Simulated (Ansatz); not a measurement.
# HfO2: the cost of one run

Method: DFT r2SCAN, scalar-relativistic, plane waves, PAW, in Ansatz 0.2.0.

2 further runs of the same task are left out: 2 set aside as unsound or not needed.

### 1 The starting structure

The structure is tetragonal, space group P4_2/mnm (No. 136). Conventional cell: a = 4.838 Å, b = 4.838 Å, c = 3.220 Å, α = 90.00°, β = 90.00°, γ = 90.00°. Hf (site symmetry mmm) has 6 O at 2.09 Å as nearest neighbours. Around O (site symmetry m2m) lie 3 Hf at 2.09 Å.

Coordinates:

```xyz
6
Lattice="4.8382 0.0000 0.0000 0.0000 4.8382 0.0000 0.0000 0.0000 3.2203" Properties=species:S:1:pos:R:3 pbc="T T T"
Hf    0.0000    0.0000    0.0000
Hf    2.4191    2.4191    1.6102
O     0.9431    3.8951    1.6102
O     1.4760    1.4760    0.0000
O     3.3622    3.3622    0.0000
O     3.8951    0.9431    1.6102
```

It goes back to an entry of the Materials Project, which need not be the stable form.

It is the result of an earlier relaxation at this level (volume 12.56 Å³/atom; gap on the mesh: 4.53 eV).

### 2 Zero of the scan

Contents of input.yaml:

```yaml
crystal:
  lattice:
    - [4.8382036358, 0.0, 0.0]
    - [0.0, 4.8382036358, 0.0]
    - [0.0, 0.0, 3.2203479147]
  atoms:
    - { symbol: Hf, position: [0.0, 0.0, 0.0] }
    - { symbol: Hf, position: [0.5, 0.5, 0.5] }
    - { symbol: O, position: [0.194919183, 0.805080817, 0.5] }
    - { symbol: O, position: [0.305080817, 0.305080817, 0.0] }
    - { symbol: O, position: [0.694919183, 0.694919183, 0.0] }
    - { symbol: O, position: [0.805080817, 0.194919183, 0.5] }
basis:
  ecutwfc: 500
kpoints:
  mp_grid: { grid: [6, 6, 8] }
hamiltonian:
  xc: r2scan
scf:
  occupations: { method: gaussian, width: 0.05 }
output:
  forces: true
  stress: true
  eigenvalues: true
  write_density: true
  write_potential: true
  elf: true
  volumetric_format: npy
```

Command:

```console
$ ansatz run input.yaml --threads 1 --pin off --max-ram 2560MiB --backend cpu --events-out ev --progress --plain --runs-dir out
```

Q: Estimate wall time and peak memory on 1 thread of Intel Xeon Platinum 8259CL at 2.50GHz (Skylake/Cascade Lake), shared host.

About 44 s, with a peak of 0.64 GiB.
